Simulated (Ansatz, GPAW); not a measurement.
**GaAs: programs and potentials compared**

```xyz
2
Lattice="0.0000 2.8268 2.8268 2.8268 0.0000 2.8268 2.8268 2.8268 0.0000" Properties=species:S:1:pos:R:3 pbc="T T T"
As    4.2403    4.2403    4.2403
Ga    0.0000    0.0000    0.0000
```

Alike in all runs: task single point; functional LDA; k mesh 8 × 8 × 8; occupations gaussian, width 0.05 eV; no spin polarisation; no spin-orbit coupling. LDA stands for any of its common fits. Pressure is positive in compression and, in plane waves, holds the error of the finite cutoff, which Ansatz's Pulay term estimates and takes out.

| program and potentials | plane-wave cutoff (eV) | notes | band gap (eV) | pressure (GPa) |
| --- | --- | --- | --- | --- |
| Ansatz, Ansatz PAW | 420 | potentials made for PBE, which Ansatz adapts in part; 14 valence electrons an atom on average; Pulay term of +0.03 GPa included | 0.28 | -1.91 |
| GPAW, the program's PAW data sets (release 1.2.1) made for this functional | 600 | 4 valence electrons an atom on average | 0.36 | -0.87 |
| Ansatz, all-electron LAPW, scalar-relativistic | - | - | 0.28 | -1.88 |

The band gap spans 0.28 (Ansatz, all-electron LAPW, scalar-relativistic) to 0.36 eV (GPAW, the program's PAW data sets (release 1.2.1) made for this functional), with all-electron results at 0.28. The pressure spans -1.91 (Ansatz, Ansatz PAW) to -0.87 GPa (GPAW, the program's PAW data sets (release 1.2.1) made for this functional), with all-electron results at -1.88. Spin-orbit coupling, left out here, moves the band edges of heavy atoms.

Differences between rows come from potentials, basis sets and numerical settings, since the functional is the same but for its coding. Runs on potential files found faulty are left out.

All three runs leave GaAs with a gap far below the measured one. Because the all-electron calculation gives the same 0.28 eV as Ansatz PAW, the shortfall belongs mainly to the functional, not to the potentials: the Kohn-Sham gap in LDA lacks the derivative discontinuity that contributes to the true quasiparticle gap. The negative pressures mean that the crystal would contract from this cell, in line with LDA's usual overbinding. Contraction would also widen the direct gap, since the antibonding s-like conduction edge at the zone centre rises faster than the As p-like valence edge.

GPAW stands apart with a wider gap and roughly half the tension. Its valence count leaves the Ga 3d shell in the core, which probably removes some of the p-d repulsion that pushes the valence edge up and also alters the pressure, although other differences in the data sets may contribute. The near agreement of the other two rows supports the Ansatz PAW potentials at this volume, but doesn't test how they describe the compressibility.
